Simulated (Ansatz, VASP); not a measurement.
# HfN: VASP beside Ansatz

File INCAR:

```
SYSTEM = HfN
ALGO = Normal ; EDIFF = 1E-6
ENCUT = 520 ; GGA = PS
ISIF = 2 ; ISMEAR = 0
LASPH = .True. ; LCHARG = .False.
LREAL = .False. ; LWAVE = .False.
NBANDS = 23 ; NELM = 80
PREC = Accurate ; SIGMA = 0.15
```

Contents of KPOINTS:

```
k-points
0
Gamma
  14 14 10
  0 0 0
```

File POSCAR:

```
HfN
1.0
    0.0000000000     -2.2508000098     -2.2508000098
    0.0000000000      2.2508000098     -2.2508000098
    4.5016000196      0.0000000000      0.0000000000
Hf N
2 2
Direct
    0.5135796942      0.4864203058      0.5000000000
   -0.0135796942      0.0135796942      0.0000000000
    0.4773568679      0.5226431321      0.0000000000
    0.0226431321     -0.0226431321      0.5000000000
```

Input for Ansatz:

```yaml
crystal:
  lattice:
    - [0.0, -2.2508000098, -2.2508000098]
    - [0.0, 2.2508000098, -2.2508000098]
    - [4.5016000196, 0.0, 0.0]
  atoms:
    - { symbol: Hf, position: [0.5135796942, 0.4864203058, 0.5] }
    - { symbol: Hf, position: [-0.0135796942, 0.0135796942, 0.0] }
    - { symbol: "N", position: [0.4773568679, 0.5226431321, 0.0] }
    - { symbol: "N", position: [0.0226431321, -0.0226431321, 0.5] }
basis:
  ecutwfc: 520.0
kpoints:
  mp_grid: { grid: [14, 14, 10] }
hamiltonian:
  xc: pbesol
  pseudopotentials: { kind: paw, azcp: { folder: soft_1 } }
scf:
  occupations: { method: gaussian, width: 0.15 }
output:
  forces: true
  stress: true
  eigenvalues: true
```

Change from the starting cell: mode 4 frozen in at -0.064 Å and mode 11 at +0.067 Å (largest displacements).

Alike in both runs: task single point; functional PBEsol; k mesh 14 × 14 × 10; occupations gaussian, width 0.15 eV; no spin polarisation.

```csv
,VASP,Ansatz
version,VASP 6.6.1,Ansatz 0.2.0
potentials or method,"VASP PAW PBE potentials, release 64 (Hf_pv, N)","scalar-relativistic, plane waves, PAW"
plane-wave cutoff (eV),520,520
valence electrons in the cell,30,62
```

|  | VASP | Ansatz | Ansatz less VASP |
| --- | --- | --- | --- |
| gap on the k mesh at the Fermi level (eV) | none | none | - |
| pressure (GPa) | -1.8 | 0.4 | +2.14 |
| largest component of the traceless stress (GPa) | 0.87 | 0.86 | -0.003 |
| rms of the force components (eV/Å) | 0.425 | 0.419 | -0.0056 |

Atom by atom the forces differ by 0.007 eV/Å (rms over components). A gap of «none» marks a metal or a gap that the smearing closes. The two sets of potentials don't hold the same shells in valence. Ansatz warned: «pseudo_functional_mismatch».

Caveats: the PAW data sets were made with another functional, which shifts forces and pressure a little (VASP). Spin-orbit coupling is left out, which matters for the levels of Hf.
